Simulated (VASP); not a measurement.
# Tm (Fm-3m) in VASP: a series of runs, part 2 of 2

VASP 6.6.1.

### Step 5. Single point, PBEsol, collinear spin, ferromagnetic start

INCAR

```
ADDGRID = False
ALGO = Normal
EDIFF = 1E-6
ENCUT = 700
GGA = PS
ISIF = 2
ISMEAR = 1
ISPIN = 2
LASPH = True
LCHARG = False
LMAXMIX = 6
LORBIT = 11
LREAL = False
LWAVE = False
MAGMOM = 2
NBANDS = 22
NELM = 100
PREC = Accurate
SIGMA = 0.2
```

KPOINTS

```
k-points
0
Gamma
  7 7 7
```

POSCAR

```
Tm
1.0
    0.0000000000      2.4680255249      2.4680255249
    2.4680255249      0.0000000000      2.4680255249
    2.4680255249      2.4680255249      0.0000000000
Tm
1
Direct
    0.0000000000      0.0000000000      0.0000000000
```

Potentials or basis: VASP PAW PBE potentials, release 64 (Tm).

On the command line:

```sh
$ cat potpaw_PBE.64/Tm/POTCAR > POTCAR
$ mpirun -np 1 vasp_std > vasp.out
```

OUTCAR:

```text
EDIFF = 1E-6
   ENCUT = 700
   GGA = PS
   ISIF = 2
   ISMEAR = 1
   ISPIN = 2
   LASPH = True
   LORBIT = 11
   LREAL = False
   NELM = 100
   PREC = Accurate

 Found     20 irreducible k-points:

 Following reciprocal coordinates:
            Coordinates               Weight
  0.000000  0.000000  0.000000      1.000000
  0.142857  0.000000  0.000000      8.000000
  0.285714  0.000000  0.000000      8.000000
  0.428571  0.000000  0.000000      8.000000
  0.142857  0.142857  0.000000      6.000000
  0.285714  0.142857  0.000000     24.000000
   k-points           NKPTS =     20   k-points in BZ     NKDIM =     20   number of bands    NBANDS=     22
   number of dos      NEDOS =    301   number of ions     NIONS =      1
   total plane-waves  NPLWV =  27000
   dimension x,y,z NGX =    30 NGY =   30 NGZ =   30
   dimension x,y,z NGXF=    60 NGYF=   60 NGZF=   60
   ions per type =               1
   NGX,Y,Z   is equivalent  to a cutoff of  14.29, 14.29, 14.29 a.u.
   NGXF,Y,Z  is equivalent  to a cutoff of  28.58, 28.58, 28.58 a.u.
 SYSTEM =  unknown system
   PREC   = accura    normal or accurate (medium, high low for compatibility)
   ISTART =      0    job   : 0-new  1-cont  2-samecut
   ICHARG =      2    charge: 1-file 2-atom 10-const
   ISPIN  =      2    spin polarized calculation?
   LNONCOLLINEAR =      F non collinear calculations
   LSORBIT =      F    spin-orbit coupling
   LASPH  =      T    aspherical Exc in radial PAW
   ENCUT  =  700.0 eV  51.45 Ry    7.17 a.u.   7.53  7.53  7.53*2*pi/ulx,y,z
   NELM   =    100;   NELMIN=  2; NELMDL= -5     # of ELM steps
   EDIFF  = 0.1E-05   stopping-criterion for ELM
   LREAL  =      F    real-space projection
   EDIFFG = 0.1E-04   stopping-criterion for IOM
   NSW    =      0    number of steps for IOM
   IBRION =     -1    ionic relax: 0-MD 1-quasi-New 2-CG
   NFREE  =      0    steps in history (QN), initial steepest desc. (CG)
   ISIF   =      2    stress and relaxation
   ISYM   =      2    0-nonsym 1-usesym 2-fastsym
   POTIM  = 0.5000    time-step for ionic-motion
   TEBEG  =    0.0;   TEEND  =   0.0 temperature during run
   PSTRESS=    0.0 pullay stress
   NELECT =      23.0000    total number of electrons
   NUPDOWN=      -1.0000    fix difference up-down
   EMIN   =  10.00;   EMAX   =-10.00  energy-range for DOS
   EFERMI =   0.00;   METHOD = LEGACY
   ISMEAR =     1;   SIGMA  =   0.20  broadening in eV -4-tet -1-fermi 0-gaus
   EFERMI_NEDOS =   21; number of points for ismear=-14 and -15
   IALGO  =     38    algorithm
[... 25 lines left out ...]
  ext. energy  EPLUGINS =         0.00000000
  ---------------------------------------------------
  free energy    TOTEN  =        -4.34184427 eV

  energy without entropy =       -4.32391275  energy(sigma->0) =       -4.33586710

 E-fermi :   2.1158     XC(G=0): -10.4213

 val. band max:        2.1155573306   @ k =  -0.2857   0.2857   0.0000
 cond. band min:       2.1274234522   @ k =  -0.4286   0.4286   0.1429
 fundamental gap:      0.0118661216
 Fermi energy:         2.1158458998

 spin component 1

 k-point     1 :       0.0000    0.0000    0.0000
  band No.  band energies     occupation
      1     -48.2130      1.00000
      2     -21.1210      1.00000
      3     -21.1210      1.00000
      4     -21.1210      1.00000
      5      -3.1321      1.00000
      6       0.5363      1.00000
[... 139 lines left out ...]
     21      17.3272      0.00000
     22      19.6343      0.00000

 [... further k-points ...]

 spin component 2

 k-point     1 :       0.0000    0.0000    0.0000
  band No.  band energies     occupation
      1     -47.6962      1.00000
      2     -20.7787      1.00000
      3     -20.7787      1.00000
      4     -20.7787      1.00000
      5      -3.3171      1.00000
      6       1.8942      1.03301
[... 139 lines left out ...]
     21      17.1939      0.00000
     22      19.5773      0.00000

 [... further k-points ...]

------------------------ aborting loop because EDIFF is reached ----------------------------------------

  FORCE on cell =-STRESS in cart. coord.  units (eV):
  Direction    XX          YY          ZZ          XY          YZ          ZX
  --------------------------------------------------------------------------------------
  -------------------------------------------------------------------------------------
  Total       -0.0546208     -0.0546208     -0.0546208     -0.0000000      0.0000000     -0.0000000
  in kB       -2.9106506     -2.9106506     -2.9106506     -0.0000000      0.0000000     -0.0000000
  external PRESSURE =      -2.9106506 kB  Pullay stress =       0.0000000 kB

 VOLUME and BASIS-vectors are now :
 -----------------------------------------------------------------------------
  energy-cutoff  :      700.00
  volume of cell :       30.07
      direct lattice vectors                 reciprocal lattice vectors
     0.000000000  2.468025525  2.468025525    -0.202591098  0.202591098  0.202591098
     2.468025525  0.000000000  2.468025525     0.202591098 -0.202591098  0.202591098
     2.468025525  2.468025525  0.000000000     0.202591098  0.202591098 -0.202591098

 POSITION                                       TOTAL-FORCE (eV/Angst)
 -----------------------------------------------------------------------------------
      0.00000      0.00000      0.00000         0.000000      0.000000      0.000000
 -----------------------------------------------------------------------------------
    total drift:                               -0.000000     -0.000000      0.000000

  FREE ENERGIE OF THE ION-ELECTRON SYSTEM (eV)
  ---------------------------------------------------
  free  energy   TOTEN  =        -4.3418442740 eV

  energy  without entropy=       -4.3239127491  energy(sigma->0) =       -4.33586710

 total charge

# of ion       s       p       d       f       tot
--------------------------------------------------
    1        2.224   5.933   0.413  12.500  21.071

 magnetization (x)

# of ion       s       p       d       f       tot
--------------------------------------------------
    1        0.003  -0.033  -0.064   1.281   1.186
```

OSZICAR:

```text
N       E                     dE             d eps       ncg     rms          rms(c)
DAV:   1     0.144583990222E+03    0.14458E+03   -0.88435E+03  2442   0.827E+03
DAV:   2     0.164864341825E+02   -0.12810E+03   -0.12008E+03  2384   0.768E+02
[... 14 lines left out ...]
DAV:  17    -0.434228747053E+01   -0.16769E-02   -0.95549E-04  3168   0.828E-01    0.682E-01
DAV:  18    -0.434222057528E+01    0.66895E-04   -0.82152E-03  2608   0.333E+00    0.462E-01
DAV:  19    -0.434181449290E+01    0.40608E-03   -0.12350E-03  2878   0.786E-01    0.169E-01
DAV:  20    -0.434185260088E+01   -0.38108E-04   -0.86725E-05  3234   0.170E-01    0.153E-01
DAV:  21    -0.434184714232E+01    0.54586E-05   -0.29350E-05  3064   0.101E-01    0.691E-02
DAV:  22    -0.434184520746E+01    0.19349E-05   -0.37226E-05  2690   0.683E-02    0.631E-02
DAV:  23    -0.434184427395E+01    0.93350E-06   -0.52728E-06  1788   0.756E-02
   1 F= -.43418443E+01 E0= -.43358671E+01  d E =-.179315E-01  mag=     1.0586
```

It took 1.9 min on 1 thread of Intel Xeon Platinum 8375C at 2.90GHz (Ice Lake), shared host; peak memory 0.22 GiB.

The run converged, but some of its settings lie outside the range that counts as converged, so its numbers aren't taken as properties of the crystal.

What came out:

```
Free energy                                           : -4.3418 eV
Pressure                                              : -0.3 GPa
Band gap on the k mesh                                : none (metal or under the smearing width)
Net moment                                            : 1.06 μB per cell
Site moments                                          : Tm +1.19 μB
Valence electrons inside the program's atomic spheres : Tm 21.07
```

Caveat: the magnetic or orbital state may not be the lowest; the PAW data sets were made with another functional, which shifts forces and pressure a little; spin-orbit coupling is left out, which moves the levels of the heavy elements.

### Step 6. For comparison

An earlier run on the cell as given: functional PBE; potentials or basis VASP PAW PBE potentials, release 64 (Tm); cutoff 520 eV; k mesh 9 × 9 × 9; occupations fermi-dirac, width 0.05 eV; collinear spin, ferromagnetic start; starting moments [2.0] μB.

- Pressure: 3.5 GPa
- Band gap on the k mesh: none (metal or under the smearing width)
- Net moment: 0.96 μB per cell
- Site moments: Tm +1.14 μB
- Valence electrons inside the program's atomic spheres: Tm 21.08
